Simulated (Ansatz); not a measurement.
Results of PBE (PAW; Ansatz, an electronic-structure program) for zinc-blende AlSb.

Run with plane-wave cutoff 520 eV, 10×10×10 k mesh, perturbation theory, scalar-relativistic PAW data made under PBE.

Cell (relaxed at this level):

```xyz
2
Lattice="0.0000 3.1124 3.1124 3.1124 0.0000 3.1124 3.1124 3.1124 0.0000" Properties=species:S:1:pos:R:3 pbc="T T T"
Al     0.0000     0.0000     0.0000
Sb     4.6687     4.6687     4.6687
```

Q: Predict the TO(Γ) frequency.

A: 
- TO(Γ) frequency: 304 cm⁻¹

Measured, for comparison: zone-centre TO phonon frequency 323 cm⁻¹ (temperature not stated, no zero-point or thermal correction; as tabulated in Giannozzi et al., Phys. Rev. B (1991)). Computed (rounded) less measured: zone-centre TO phonon frequency -6 %.

Spin–orbit coupling is not included.

It cost about 3 core-minutes (a rough figure) of CPU time.
